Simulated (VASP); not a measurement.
**BN: single point with PBE**

The system is BN.

```
N B
1.0
     0.00000    1.81300    1.81300
     1.81300    0.00000    1.81300
     1.81300    1.81300    0.00000
N B
1 1
Direct
  0.25000 0.25000 0.25000
  0.00000 0.00000 0.00000
```

The cell is a database's computed one.

```yaml
Program: VASP 6.6.1
Task: single point
Functional: PBE
Potentials_or_basis: VASP PAW PBE potentials, release 64 (N, B)
Cutoff: 500 eV
k_mesh: 13 × 13 × 13
Occupations: gaussian, width 0.02 eV
Spin: no spin polarisation
```

```yaml
Pressure: -0.2 GPa
Band_gap_on_the_k_mesh: 4.52 eV, indirect (least direct gap 8.78 eV)
```

Levels at points of the mesh, in eV from the valence-band top:
```tsv
k point	band 2	band 3	band 4	band 5	band 6	band 7
(0.00, 0.00, 0.00)	0.00	0.00	0.00	8.78	8.78	8.78
```

Wall time 14 s on 1 thread of Intel(R) Xeon(R) Platinum 8488C (Sapphire Rapids), with other jobs on the host, peak memory 0.12 GiB.

The gap isn't set beside the measured one, since this odd mesh misses points on the zone boundary.

Caveat: an odd mesh through Γ misses points on the zone boundary, where band edges often lie.
